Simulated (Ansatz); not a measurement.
## HfC: the change of pressure with volume per atom

Results calculated with Ansatz 0.2.0, not measured. Periodic Kohn-Sham DFT of a crystal at fixed atoms; pressure and stress are positive in compression; the energy is the free energy less that of spherical unpolarised free atoms; site moments are those in the method's own spheres, positive along +z.

Cell of the first row (space group Fm-3m, No. 225):
```
cell vectors (Å)
   0.0000     2.2775     2.2775
   2.2775     0.0000     2.2775
   2.2775     2.2775     0.0000
atoms (fractions of the cell vectors)
Hf  0.50000  0.50000  0.50000
C   0.00000  0.00000  0.00000
```

Settings of every row: method all-electron PAW; functional PBE; relativity scalar; k mesh 15x15x15; filling fermi-dirac; smearing width 0.05 eV; nucleus gaussian.

Atom start moment: 0 on all atoms.

Limits: no spin-orbit coupling on heavy atoms.

| row | volume per atom (Å³) | pressure (GPa) |
| --- | --- | --- |
| 1 | 11.814 | 16.632 |
| 2 | 12.317 | 5.179 |
| 3 | 12.442 | 2.654 |
| 4 | 12.694 | -2.035 |
| 5 | 12.819 | ? |
| 6 | 13.322 | -11.92 |

Question: what pressure should row 5 give?

Worked fit of pressure. Take u = (V_r/V)^(2/3) − 1 with V_r = 12.442 Å³ an atom, which is twice the finite (Eulerian) strain; such expansions in the strain, on which the Birch-Murnaghan equation of state is built, carry the rest volume and the bulk modulus. The shown rows have u = 0.03513, 0.00675, 0, -0.01328, -0.04454. Least squares give pressure = 2.6654 + 366.602 × u + 879.82 × u² GPa; a straight line predicts inner rows, each left out in turn, worse (root mean square 0.68 against 0.016 GPa). The rows lie off it by 0.002, -0.001, -0.011, 0.013, -0.002 (root mean square 0.0077 GPa). The pressure vanishes at u = -0.0074, or V = 12.58 Å³ an atom, and there the bulk modulus at fixed shape and fractions is B = −V dP/dV = (2/3)(1 + u) dP/du = 234 GPa. The withheld row has u = -0.0197, so the fit gives 2.6654 + 366.602 × (-0.0197) + 879.82 × (-0.0197)² = -4.215 GPa.

The calculation gave -4.211 GPa. The fit lies 0.004 GPa (0.014 % of the column's range) below it; its largest miss of a shown row is 0.013 GPa.
